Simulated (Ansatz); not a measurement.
Relaxed LiI (rock salt):

```
LiI
1.0
    0.00000     6.01904     6.01904
    3.00952     0.00000     3.00952
    3.00952     3.00952     0.00000
I Li
2 2
Direct
  0.00000   0.00000   0.00000
  0.50000   0.00000   0.00000
  0.25000   0.50000   0.50000
  0.75000   0.50000   0.50000
```

A phonon eigenvector at L = (0.5, 0.0, 0.0) is frozen into this cell: atom i moves by Q times the vector below, so Q is the largest atomic displacement, in Å. The cell is held. It is one choice among 2 degenerate patterns. (q is in reciprocal vectors of the primitive cell; the cell shown is doubled to hold the pattern.)

```
atom       x       y       z
----  ------  ------  ------
I1     0.285  -0.520   0.805
I2    -0.285   0.520  -0.805
```

Atoms not listed stay in place.

These are PBE (plane waves to 420 eV, PAW, scalar-relativistic; Ansatz, a program for electronic structure) values and carry that method's errors. k mesh 5×10×10 (Γ-centred), Fermi-Dirac smearing 0.05 eV. The energy includes the smearing's −TS. LiI was relaxed with its symmetry unable to fall. Spin-orbit coupling is left out, though I is heavy. The zero of ΔE is the undisplaced structure.

| Q (Å) | ΔE (meV/cell) |
|---|---|
| -0.180 | 29.0 |
| -0.120 | 12.7 |
| -0.060 | 3.1 |
| 0.000 | 0.0 |
| 0.060 | 3.1 |
| 0.120 | 12.7 |
| 0.180 | 29.0 |

Q: Which DFPT wavenumber at L = (0.5, 0.0, 0.0) belongs to this mode?
A. 43 cm⁻¹
B. 154 cm⁻¹
C. 298 cm⁻¹
D. 88 cm⁻¹

A: A, 43 cm⁻¹. The curvature of the scan gives 43 cm⁻¹

(For displaced atoms, the force is minus the slope of the energy, and its curvature is a force constant, which sets phonon frequencies.)
